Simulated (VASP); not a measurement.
The system is SnSe.

```xyz
8
Lattice="11.5000 0.0000 0.0000 0.0000 4.1530 0.0000 0.0000 0.0000 4.4450" Properties=species:S:1:pos:R:3 pbc="T T T"
Se    9.8359    1.0382    2.1425
Se    7.4141    3.1147    4.3650
Se    1.6641    3.1147    2.3025
Se    4.0859    1.0382    0.0800
Sn    1.3593    1.0382    0.4601
Sn    4.3907    3.1147    2.6826
Sn   10.1407    3.1147    3.9849
Sn    7.1093    1.0382    1.7624
```

The cell was built by a generator and needn't be a form met in nature.

```yaml
Program: VASP 6.6.1
Task: relaxation of cell and atoms
Functional: PBE
Potentials_or_basis: VASP PAW PBE potentials, release 64 (Se, Sn_d)
Cutoff: 600 eV
k_mesh: 3 × 8 × 8
Occupations: gaussian, width 0.03 eV
Spin: no spin polarisation
```

At the start: pressure 2.5 GPa; volume 26.54 Å³/atom.

Q: How do energy, volume and symmetry change on relaxing?

A: Over 24 steps the energy falls by 11.0 meV/atom and the volume is 28.27 Å³/atom (+6.5 %); space group Pnma (No. 62, to 0.05 Å).

Step by step:
| step | energy change (eV) | largest force (eV/Å) | pressure (GPa) | volume (Å³) |
| --- | --- | --- | --- | --- |
| 1 | 0.0000 | 0.1545 | 2.49 | 212.29 |
| 2 | -0.0617 | 0.2317 | -0.75 | 225.19 |
| 3 | -0.0720 | 0.1305 | 0.06 | 221.52 |
| 4 | -0.0757 | 0.1100 | 0.06 | 222.12 |
| 5 | -0.0816 | 0.0616 | 0.04 | 223.59 |
| 6 | -0.0819 | 0.0671 | 0.03 | 226.54 |
| 7 | -0.0837 | 0.0318 | 0.03 | 225.10 |
| 8 | -0.0858 | 0.0295 | -0.02 | 226.18 |
| 9 | -0.0858 | 0.0251 | -0.02 | 226.06 |
| 10 | -0.0865 | 0.0207 | 0.02 | 226.08 |
| 11 | -0.0867 | 0.0195 | 0.05 | 226.10 |
| 12 | -0.0867 | 0.0195 | 0.05 | 226.10 |
| 13 | -0.0867 | 0.0193 | -0.09 | 226.76 |
| 14 | -0.0868 | 0.0115 | -0.01 | 226.44 |
| 15 | -0.0868 | 0.0107 | -0.03 | 226.47 |
| 16 | -0.0869 | 0.0110 | -0.02 | 226.43 |
| 17 | -0.0872 | 0.0121 | -0.01 | 226.32 |
| 18 | -0.0873 | 0.0161 | 0.00 | 226.09 |
| 19 | -0.0875 | 0.0119 | 0.02 | 226.07 |
| 20 | -0.0875 | 0.0128 | 0.02 | 226.05 |
| 21 | -0.0875 | 0.0191 | 0.03 | 226.02 |
| 22 | -0.0875 | 0.0159 | 0.01 | 226.03 |
| 23 | -0.0876 | 0.0123 | 0.02 | 226.07 |
| 24 | -0.0877 | 0.0090 | 0.01 | 226.14 |

Final structure:
```
Se Sn
1.0
    11.78672    0.00000    0.00000
     0.00000    4.21403    0.00000
     0.00000    0.00000    4.55283
Se Sn
4 4
Direct
  0.85521 0.25000 0.47782
  0.64479 0.75000 0.97782
  0.14479 0.75000 0.52218
  0.35521 0.25000 0.02218
  0.12172 0.25000 0.11228
  0.37828 0.75000 0.61228
  0.87828 0.75000 0.88772
  0.62172 0.25000 0.38772
```

Caveat: this functional lacks dispersion, which binds the layers, so the pressure and a relaxed spacing across them are unreliable.
